**Q:** I work with silicon wafers, and I know the crystal can adopt other structures when it is stacked differently or pressed hard. Which form is lowest in energy, and which is the closest competitor?

**A:** Ordinary diamond silicon (space group 227) is lowest. Of the structures listed here, hexagonal diamond (194, four atoms in the cell) comes closest, 9 meV per atom above it. Stackings that mix the two patterns, such as the 4H and 6H forms of silicon, are not in the table; they are expected to lie between the two, and so closer to diamond. In the table, "over lowest" is the energy per atom above diamond, with each structure relaxed at zero pressure.

Crystal structures of silicon, cell and atoms relaxed at 0 GPa within the starting symmetry, without temperature or zero-point motion; energies are relative to the lowest computed structure. Ansatz 0.2.0, plane-wave PAW DFT, PBEsol with PAW datasets made for PBE, scalar-relativistic, not spin-polarized, cutoff 420 eV.

| found from | space group number | atoms in cell | volume per atom (Å³) | over lowest (meV/atom) |
| --- | --- | --- | --- | --- |
| database cell | 227 | 2 | 20.05 | 0.0 |
| database cell | 194 | 4 | 20.03 | 9.0 |
| database cell | 12 | 8 | 20.81 | 71.0 |
| database cell | 63 | 12 | 21.56 | 93.0 |
| database cell | 139 | 4 | 21.18 | 110.0 |
| database cell | 148 | 8 | 17.74 | 116.0 |
| database cell | 206 | 8 | 17.98 | 119.0 |
| Sn type | 141 | 2 | 15.01 | 185.0 |
| changed type | 221 | 1 | 15.87 | 262.0 |
| Mg type | 194 | 2 | 13.97 | 372.0 |
| Ti type | 191 | 3 | 14.37 | 374.0 |
| changed type | 69 | 1 | 14.20 | 386.0 |
| Sm type | 166 | 3 | 14.01 | 393.0 |
| In type | 139 | 1 | 14.30 | 398.0 |

**Q:** Both have four neighbours per atom. Why is one lower at all?

**A:** The structural difference lies in how neighbouring atoms are turned about the bond between them, and this is the usual reading of the energy gap, though the table does not test it. Ethane is the simple case: its two CH₃ groups prefer to be staggered, and the energy rises when their C–H bonds face each other. In diamond every bond is staggered, while in hexagonal diamond one bond in four is eclipsed. The comparison ends there, because ethane can rotate out of the unfavourable position and a crystal cannot.

Each atom has four bonds, each shared with a neighbour, so there are two bonds per atom and half an eclipsed one. If the whole difference is assigned to these, each costs about 18 meV from the rounded gap, or about 19 meV from the unrounded 9.5 meV. A mild repulsion across these bonds would be expected to stretch the cell along their axis. The relaxed cell fits that: its ratio of height to base edge, c/a, is 1.25 percent above the value for regular tetrahedra. The slightly smaller stretch printed below is that of the starting cell, before relaxation. Neither proves a repulsion, since the ratio alone does not separate longer bonds from changed angles. The same picture places the mixed stackings between the two crystals, since they contain fewer eclipsed bonds than hexagonal diamond.

**Q:** A gap of 9 meV sounds fragile. Would you trust it?

**A:** I would trust the sign more than the exact size. The two crystals have nearly the same bonds and the same volume, so most of the functional's error should cancel; that is an argument, not something the table tests. The energies also leave out zero-point motion and temperature; with such similar bonds these too are expected to cancel largely between the two stackings. Pressure barely helps hexagonal diamond: 7 GPa takes less than 1 meV off the difference.

**Q:** Then what does pressure favour?

**A:** It favours structures that pack atoms more tightly. Silicon's four valence electrons suit four directed bonds, and the known fourfold networks in the table all lie within 119 meV of diamond. The dense forms give up that arrangement and start at 185 meV, with the Sn type, the structure of metallic white tin. What they gain is volume, and under pressure volume is worth energy.

The balance is the enthalpy difference from diamond,

$$\Delta H = \Delta E - P\,\Delta V,$$

where $\Delta E$ is the energy over diamond, $P$ the pressure and $\Delta V$ the volume saved per atom. The order reverses when $\Delta H$ reaches zero, at $P=\Delta E/\Delta V$.

**Q:** Can you work that out for the Sn type?

**A:** It saves $20.05-15.01=5.04$ Å³ per atom at a cost of 185 meV. The ratio is about 37 meV/Å³, and since 1 meV/Å³ is 0.16 GPa, the crossing comes at about 5.9 GPa. This treats both volumes as fixed; a rough, common compressibility moves the result only to 6.1 GPa.

**Q:** Row 148 costs only 116 meV. Why doesn't it take over first?

**A:** Because it saves less than half as much volume, 2.31 Å³ per atom. Its crossing with diamond therefore comes later, at about 8.0 GPa. The first form to overtake diamond under pressure is the one with the lowest energy cost per volume saved, which need not be the one with the lowest energy. You can use the same ratio to make a first guess for any other dense structure.

**Q:** Can I take 6 GPa as the pressure at which my silicon turns metallic?

**A:** No. The measured onset is, as a rough recalled value, near 11 GPa. PBEsol is known to place the metallic Sn type too close to diamond, which makes the computed crossing too low. Part of the difference may also be a barrier that delays the real transformation, and these numbers cannot separate the two. Zero-point motion and temperature do not explain it: the Sn type is expected to have softer vibrations, which would lower the crossing further.

**Q:** Does that error endanger the order itself?

**A:** At zero pressure it does not: raising the Sn type only puts it further above diamond. Under pressure the answer is less secure. If the Sn type alone were raised by about 68 meV, row 148 would cross diamond first, and moving the Sn type's crossing to 11 GPa would take about 161 meV. Row 148 has an error of its own, and its bands overlap slightly in this calculation, so it may well be placed too low too. This does not show that it wins; in experiments the Sn type appears on compression, and the networks of rows 148 and 206 on release. It does show that PBEsol energies alone cannot settle which form comes first.

**Q:** What would settle it?

**A:** Energies of diamond, the Sn type and row 148 from a method that treats semiconductors and metals more evenly, each relaxed under pressure. The analysis printed below applies the enthalpy formula to every row at 7 GPa, where the Sn type is the lowest of the listed forms at this level of theory. Each relaxation kept its starting symmetry, so a listed form may be a saddle point with a less symmetric structure below it; the new calculations should check for that too.

Output of the analysis:

```
Energy and enthalpy against diamond:
            row  space group  volume saved (A^3/atom)  enthalpy at 7 GPa (meV/atom)
  database cell          227                        0                             0
  database cell          194                     0.02                         8.126
  database cell           12                    -0.76                         104.2
  database cell           63                    -1.51                           159
  database cell          139                    -1.13                         159.4
  database cell          148                     2.31                         15.07
  database cell          206                     2.07                         28.56
        Sn type          141                     5.04                         -35.2
   changed type          221                     4.18                         79.37
        Mg type          194                     6.08                         106.4
        Ti type          191                     5.68                         125.8
   changed type           69                     5.85                         130.4
        Sm type          166                     6.04                         129.1
        In type          139                     5.75                         146.8
Hexagonal diamond, cost per eclipsed bond (meV): 18
Hexagonal diamond, stretch of c/a over the ideal value (percent): 1.231
Gap between highest fourfold network and lowest dense form (meV/atom): 66
Simple cubic above Sn type (meV/atom): 77
Crossing pressure diamond to Sn type (GPa): 5.881
Same crossing with rough common compressibility (GPa): 6.065
Crossing pressure diamond to row 148 (GPa): 8.046
Crossing pressure diamond to row 206 (GPa): 9.211
Crude cost of squeezing diamond to the Sn type volume (meV/atom): 395.4
Shift of the Sn type crossing per 10 meV/atom of energy error (GPa): 0.3179
Rise of the Sn type energy that lets row 148 cross first (meV/atom): 68.09
Rise of the Sn type energy that puts its crossing at 11 GPa (meV/atom): 161
Row 206 above row 148 (meV/atom): 3
```
